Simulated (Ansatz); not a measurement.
# Ga: strong compression, part 2 of 2

How does Ga (bcc type) answer strong compression, and how long do frozen cores keep up with all electrons? Methods of the runs shown: LAPW, crystal datasets and norm-conserving. Companion runs by PAW are cited. Its runs: the reference run (LAPW); volume scaled by 1 (crystal datasets and norm-conserving); volume scaled by 0.88 (LAPW); volume scaled by 0.78 (LAPW); volume scaled by 0.68 (LAPW); volume scaled by 0.58 (LAPW); volume scaled by 0.5 (LAPW); volume scaled by 0.43 (LAPW, crystal datasets and norm-conserving).

Ansatz 0.2.0; DFT PBE; a cell built from a prototype (bcc type), not taken from measurement. «Crystal datasets» are all-electron PAW datasets made for this crystal.

## (9) Volume scaled by 0.5, LAPW

The input, input.yaml:

```yaml
crystal:
  lattice:
    - [-1.3396202448, 1.3396202448, 1.3396202448]
    - [1.3396202448, -1.3396202448, 1.3396202448]
    - [1.3396202448, 1.3396202448, -1.3396202448]
  atoms:
    - { symbol: Ga, position: [0.0, 0.0, 0.0] }
kpoints:
  mp_grid: { grid: [16, 16, 16] }
scf:
  occupations: { method: fermi_dirac, width: 0.08 }
hamiltonian:
  xc: pbe
  pseudopotentials: { kind: all_electron, lapw: { basis_error: 0.001 } }
output:
  forces: true
  stress: true
  eigenvalues: true
  populations: true
```

Started as:

```console
ansatz run input.yaml --threads 1 --pin off --max-ram 2048MiB --backend cpu --events-out ev --progress --plain --runs-dir out
```

Log, shortened:

```text
Ga: projections on atomic orbitals take those of the free atom 1s2 2s2 2p6 3s2 3p6 3d10 4s2 4p1, of charge +0.00 (hamiltonian.pseudopotentials.projection_atoms)
LAPW: plane waves up to 9.813 Å⁻¹, error target 1.0e-3 eV per atom; small_component_spin mean_spin; Ga in spheres of 1.160 Å, 21 of its electrons in bands, Dirac shells []
[...]
Pseudopotentials: kind: all_electron
Pseudopotential: Ga, LAPW, valence charge 21, Koelling and Harmon's equation, gaussian nucleus
Functional definition: PBE
[...]
Crystal: 1 atoms, lattice volume = 9.616 Å³
Basis set: ecut = 366.8547965855381 eV, 141 PW (Γ), exchange–correlation at level 2
Bands: 15, of which v1, the nominal top of the filled ones, is band 11 counted from 1 (10 counted from 0)
Symmetry: 48 space group operations
Space group: Im-3m (ITA 229), of the structure as read, at distance tolerance 2.1e-5 Å
k-points: 145 of 4096
[...]
SCF converged after 6 iterations
Free energy (F): -52897.086111 eV
[...]
E sigma→0 (E₀):  -52897.082540 eV
Entropy (-TS):   -0.007141 eV (-7.141 meV/atom)
Fermi energy:    26.920338 eV
[...]
--- Forces (eV/Å), atoms counted from 1 ---
  atom   1  Ga    -0.00000000     0.00000000     0.00000000
[...]
--- Stress (GPa, compression-positive) ---
      176.196256      -0.000000       0.000000
       -0.000000     176.196256      -0.000000
        0.000000      -0.000000     176.196256
  P = ⅓ Tr σ = 176.1963 GPa (1761.963 kbar)
--- Band table (eV; the first three rows and the last of 145) ---
  k-point 0: bands = ["-118.4739", "-69.1689", "-69.1689", "-69.1689", "8.5136", "9.8336", "9.8336", "9.8336", "10.6339", "10.6339", "48.7878", "48.7878", "48.7878", "50.4706", "50.4706"]
[...]
--- Löwdin populations: 1 site ---
  site symbol       q [e]
     0     Ga     30.9748
  spilling = 0.000813 (of n_electrons = 31.000000)
```

It took 5.1 s on 1 thread of Intel Xeon 6975P-C (Granite Rapids), shared host; peak memory 0.34 GiB.

In short: pressure 176.20 GPa; no gap.

## (10) Volume scaled by 0.43, LAPW

The input, input.yaml:

```yaml
crystal:
  lattice:
    - [-1.2739367101, 1.2739367101, 1.2739367101]
    - [1.2739367101, -1.2739367101, 1.2739367101]
    - [1.2739367101, 1.2739367101, -1.2739367101]
  atoms:
    - { symbol: Ga, position: [0.0, 0.0, 0.0] }
kpoints:
  mp_grid: { grid: [16, 16, 16] }
  band_path:
    path:
      - [0.0, 0.0, 0.0]
      - [0.5, -0.5, 0.5]
      - [0.0, 0.0, 0.5]
      - [0.0, 0.0, 0.0]
      - [0.25, 0.25, 0.25]
      - [0.5, -0.5, 0.5]
      - [0.25, 0.25, 0.25]
      - [0.0, 0.0, 0.5]
    npoints: 8
scf:
  occupations: { method: fermi_dirac, width: 0.08 }
hamiltonian:
  xc: pbe
  pseudopotentials: { kind: all_electron, lapw: { basis_error: 0.001 } }
output:
  forces: true
  stress: true
  eigenvalues: true
  populations: true
  dos: { projected: true, de: 0.2, e_range: [-14, 8] }
```

Started as:

```console
ansatz run input.yaml --threads 1 --pin off --max-ram 2048MiB --backend cpu --events-out ev --progress --plain --runs-dir out
```

Log, shortened:

```text
Ga: projections on atomic orbitals take those of the free atom 1s2 2s2 2p6 3s2 3p6 3d10 4s2 4p1, of charge +0.00 (hamiltonian.pseudopotentials.projection_atoms)
LAPW: plane waves up to 10.421 Å⁻¹, error target 1.0e-3 eV per atom; small_component_spin mean_spin; Ga in spheres of 1.103 Å, 21 of its electrons in bands, Dirac shells []
[...]
[... 3 set-up lines as earlier in the session ...]
[...]
Crystal: 1 atoms, lattice volume = 8.270 Å³
Basis set: ecut = 413.7502772884335 eV, 141 PW (Γ), exchange–correlation at level 2
Bands: 15, of which v1, the nominal top of the filled ones, is band 11 counted from 1 (10 counted from 0)
[... 1 set-up line as earlier in the session ...]
Space group: Im-3m (ITA 229), of the structure as read, at distance tolerance 2.0e-5 Å
k-points: 145 of 4096
[...]
NSCF: frozen V_eff on 57 k-points
SCF converged after 6 iterations
Free energy (F): -52895.118545 eV
[...]
E sigma→0 (E₀):  -52895.114796 eV
Entropy (-TS):   -0.007499 eV (-7.499 meV/atom)
Fermi energy:    31.931153 eV
[...]
--- Forces (eV/Å), atoms counted from 1 ---
  atom   1  Ga    -0.00000000    -0.00000000     0.00000000
[...]
--- Stress (GPa, compression-positive) ---
      305.603053      -0.000000       0.000000
       -0.000000     305.603053       0.000000
        0.000000       0.000000     305.603053
  P = ⅓ Tr σ = 305.6031 GPa (3056.031 kbar)
--- Band table (eV; the first three rows and the last of 145) ---
  k-point 0: bands = ["-114.3339", "-64.9945", "-64.9945", "-64.9945", "11.1855", "13.7729", "13.7729", "13.7729", "14.8367", "14.8367", "54.5334", "54.5334", "54.5334", "58.8934", "58.8934"]
[...]
--- Löwdin populations: 1 site ---
  site symbol       q [e]
     0     Ga     30.9726
  spilling = 0.000883 (of n_electrons = 31.000000)
```

Run time: 6.5 s. Hardware: 1 thread of Intel Xeon 6975P-C (Granite Rapids), shared host; peak memory 0.34 GiB.

Result: pressure 305.60 GPa; no gap.

Levels at the path's labelled points, in eV from the Fermi level:

| point | band 8 | band 9 | band 10 | band 11 | band 12 | band 13 | band 14 |
| --- | --- | --- | --- | --- | --- | --- | --- |
| Γ | -18.16 | -17.09 | -17.09 | 22.60 | 22.60 | 22.60 | 26.96 |
| H | -16.55 | -16.55 | 1.22 | 1.22 | 1.22 | 6.65 | 6.65 |
| N | -17.02 | -16.38 | -9.77 | -4.99 | 13.01 | 13.15 | 16.61 |
| Γ | -18.16 | -17.09 | -17.09 | 22.60 | 22.60 | 22.60 | 26.96 |
| P | -17.00 | -17.00 | -1.90 | -1.90 | -1.90 | 0.86 | 39.26 |
| H | -16.55 | -16.55 | 1.22 | 1.22 | 1.22 | 6.65 | 6.65 |
| P | -17.00 | -17.00 | -1.90 | -1.90 | -1.90 | 0.86 | 39.26 |
| N | -17.02 | -16.38 | -9.77 | -4.99 | 13.01 | 13.15 | 16.61 |

States per cell in windows of 1 eV (zero at the Fermi level; grid of 0.20 eV, so sharp peaks spill over the borders):

| from | to | total | Ga 4p | Ga 4s |
| --- | --- | --- | --- | --- |
| -10 | -9 | 0.21 | 0.16 | 0.03 |
| -9 | -8 | 0.19 | 0.15 | 0.02 |
| -8 | -7 | 0.16 | 0.13 | 0.02 |
| -7 | -6 | 0.14 | 0.11 | 0.01 |
| -6 | -5 | 0.10 | 0.09 | 0.01 |
| -5 | -4 | 0.13 | 0.07 | 0.05 |
| -4 | -3 | 0.24 | 0.11 | 0.11 |
| -3 | -2 | 0.27 | 0.15 | 0.10 |
| -2 | -1 | 0.23 | 0.15 | 0.07 |
| -1 | 0 | 0.24 | 0.14 | 0.08 |
| 0 | 1 | 0.27 | 0.16 | 0.09 |
| 1 | 2 | 0.29 | 0.18 | 0.09 |
| 2 | 3 | 0.29 | 0.19 | 0.08 |
| 3 | 4 | 0.28 | 0.18 | 0.07 |
| 4 | 5 | 0.27 | 0.18 | 0.07 |

## (11) Volume scaled by 0.43, crystal datasets

The input, input.yaml:

```yaml
crystal:
  lattice:
    - [-1.2739367101, 1.2739367101, 1.2739367101]
    - [1.2739367101, -1.2739367101, 1.2739367101]
    - [1.2739367101, 1.2739367101, -1.2739367101]
  atoms:
    - { symbol: Ga, position: [0.0, 0.0, 0.0] }
kpoints:
  mp_grid: { grid: [16, 16, 16] }
scf:
  occupations: { method: fermi_dirac, width: 0.08 }
hamiltonian:
  xc: pbe
  pseudopotentials: { kind: all_electron, datasets: crystal }
output:
  forces: true
  stress: true
  eigenvalues: true
```

Started as:

```console
ansatz run input.yaml --threads 1 --pin off --max-ram 2048MiB --backend cpu --events-out ev --progress --plain --runs-dir out
```

Log, shortened:

```text
[...]
[... 1 set-up line as earlier in the session ...]
Pseudopotential: Ga, paw, valence charge 21, recommended cutoff 440 eV (normal), Koelling and Harmon's equation, gaussian nucleus
[... 1 set-up line as earlier in the session ...]
[...]
Crystal: 1 atoms, lattice volume = 8.270 Å³
Basis set: ecut = 440 eV, 177 PW (Γ), exchange–correlation on 32×32×32 points (8 copies of the dense FFT grid, shifted against one another)
Bands: 11, of which v1, the nominal top of the filled ones, is band 7 counted from 1 (6 counted from 0)
[... 2 set-up lines as earlier in the session ...]
k-points: 145 of 4096
[...]
SCF iter   1: F=—  HF=-52895.270128 eV  |F-HF|=—  |Δ(HF+E_count)|=         —  Δρ=7.74e-2  dr2=3.35e-1  ethr=2.78e-3  ⟨swp⟩=2.4  Hψ=8666  notcnv=0
[...]
Past the cutoffs: a stress includes 0.0076 GPa for waves and charges beyond them, in addition to the slope of what the spheres take
In the spheres:  the bands' charges fall short by 3.1e-7 e at most (sound up to 1e-3), those of shells solved beside the bands by 3.0e-8 e (sound up to 5e-4)
Fermi energy:    31.931125 eV
[...]
  The terms above E_closure are by the made datasets' own strengths, without shells solved beside the bands.
--- Forces (eV/Å), atoms counted from 1 ---
  atom   1  Ga     0.00000000    -0.00000000     0.00000000
[...]
--- Stress (GPa, compression-positive) ---
      305.602977       0.000000      -0.000000
        0.000000     305.602977       0.000000
       -0.000000       0.000000     305.602977
  P = ⅓ Tr σ = 305.6030 GPa (3056.030 kbar)
  It holds what live shells' own plane waves past their cutoff add
--- Band table (eV; the first three rows and the last of 145) ---
  k-point 0: bands = ["11.1855", "13.7729", "13.7729", "13.7729", "14.8365", "14.8365", "54.5333", "54.5333", "54.5333"]
[...]
```

It took 5.5 s on 1 thread of Intel Xeon 6975P-C (Granite Rapids), shared host; peak memory 0.43 GiB.

Result: pressure 305.60 GPa; no gap.

## (12) Volume scaled by 0.43, norm-conserving

input.yaml, as its differences from that of step 11:

```diff
@@ -13,3 +13,3 @@
   xc: pbe
-  pseudopotentials: { kind: all_electron, datasets: crystal }
+  pseudopotentials: { kind: nc }
 output:
```

Started as:

```console
ansatz run input.yaml --threads 1 --pin off --max-ram 2048MiB --backend cpu --events-out ev --progress --plain --runs-dir out
```

Log, shortened:

```text
[...]
[... 3 set-up lines as earlier in the session ...]
[...]
Crystal: 1 atoms, lattice volume = 8.270 Å³
Basis set: ecut = 1088.45545 eV, 675 PW (Γ), exchange–correlation on 48×48×48 points (8 copies of the dense FFT grid, shifted against one another)
Bands: 11, of which v1, the nominal top of the filled ones, is band 7 counted from 1 (6 counted from 0)
[... 2 set-up lines as earlier in the session ...]
k-points: 145 of 4096
[...]
SCF iter   1: F=—  HF=-2076.354025 eV  |F-HF|=—  |Δ(HF+E_count)|=         —  Δρ=8.65e-2  dr2=3.93e-1  ethr=3.10e-3  ⟨swp⟩=5.5  Hψ=10345  notcnv=0
[...]
SCF iter   6: F=-2076.176166 eV  HF=-2076.176166 eV  |F-HF|=7.73e-12  |Δ(HF+E_count)|=   2.98e-9  Δρ=1.37e-6  dr2=3.11e-11  ethr=1.24e-10  ⟨swp⟩=1.2  Hψ=4735  notcnv=0
[...]
SCF converged after 6 iterations
Free energy (F): -2076.176166 eV
[...]
E sigma→0 (E₀):  -2076.172432 eV
Entropy (-TS):   -0.007468 eV (-7.468 meV/atom)
Fermi energy:    29.869928 eV
[...]
--- Forces (eV/Å), atoms counted from 1 ---
  atom   1  Ga     0.00000000    -0.00000000    -0.00000000
[...]
--- Stress (GPa, compression-positive) ---
      307.687930      -0.000000       0.000000
       -0.000000     307.687930      -0.000000
        0.000000      -0.000000     307.687930
  P = ⅓ Tr σ = 307.6879 GPa (3076.879 kbar)
--- Band table (eV; the first three rows and the last of 145) ---
  k-point 0: bands = ["9.1355", "11.5694", "11.5694", "11.5694", "12.6347", "12.6347", "52.5064", "52.5064", "52.5064", "56.7517", "56.7517"]
[...]
```

Wall time 1.2 s (1 thread of Intel Xeon 6975P-C (Granite Rapids), shared host); peak memory 0.29 GiB.

In short: pressure 307.69 GPa; no gap.

## (13) Side by side

Rows by PAW come from runs of the same series that aren't printed here.

| method | volume over the first | volume (Å³/atom) | pressure (GPa) | SCF cycles, all passes |
| --- | --- | --- | --- | --- |
| LAPW | 1 | 19.232 | 0.05 | 7 |
| LAPW | 0.88 | 16.925 | 8.29 | 7 |
| LAPW | 0.78 | 15.001 | 21.63 | 7 |
| LAPW | 0.68 | 13.078 | 46.94 | 6 |
| LAPW | 0.58 | 11.155 | 97.44 | 6 |
| LAPW | 0.5 | 9.616 | 176.20 | 6 |
| LAPW | 0.43 | 8.270 | 305.60 | 6 |
| PAW | 1 | 19.232 | 0.03 | 6 |
| PAW | 0.88 | 16.925 | 8.25 | 6 |
| PAW | 0.78 | 15.001 | 21.58 | 6 |
| PAW | 0.68 | 13.078 | 46.86 | 6 |
| PAW | 0.58 | 11.155 | 97.28 | 6 |
| PAW | 0.5 | 9.616 | 176.07 | 6 |
| PAW | 0.43 | 8.270 | 305.42 | 6 |
| PAW (partial_waves polarizable) | 0.43 | 8.270 | 305.42 | 6 |
| crystal datasets | 1 | 19.232 | 0.05 | 9 |
| crystal datasets | 0.43 | 8.270 | 305.60 | 7 |
| norm-conserving | 1 | 19.232 | 0.04 | 6 |
| norm-conserving | 0.43 | 8.270 | 307.69 | 6 |

## (14) Outcome

This closing draws on all 2 parts.

```
                                                      quantity      value
                           LAPW pressure at 0.43 of the volume  305.6 GPa
                            PAW pressure at 0.43 of the volume  305.4 GPa
PAW (partial_waves polarizable) pressure at 0.43 of the volume  305.4 GPa
               crystal datasets pressure at 0.43 of the volume  305.6 GPa
                norm-conserving pressure at 0.43 of the volume  307.7 GPa
                   fitted bulk modulus at zero pressure (LAPW)     51 GPa
                                       its pressure derivative       4.57
```

What this shows: By LAPW the pressure climbs to 306 GPa at 0.43 of the first volume. A third-order Birch-Murnaghan curve fits the range only roughly (B₀ = 51 GPa, B′ = 4.57, misfit at most 1.33 GPa). A fit over so wide a range leans to the high pressures, so B₀ can be off by several per cent. Where LAPW's pressure is over 3 GPa, PAW's departs from it by at most 0.5 %, at 0.88 of the volume. The ions are at rest, and the electrons smeared by 0.08 eV.
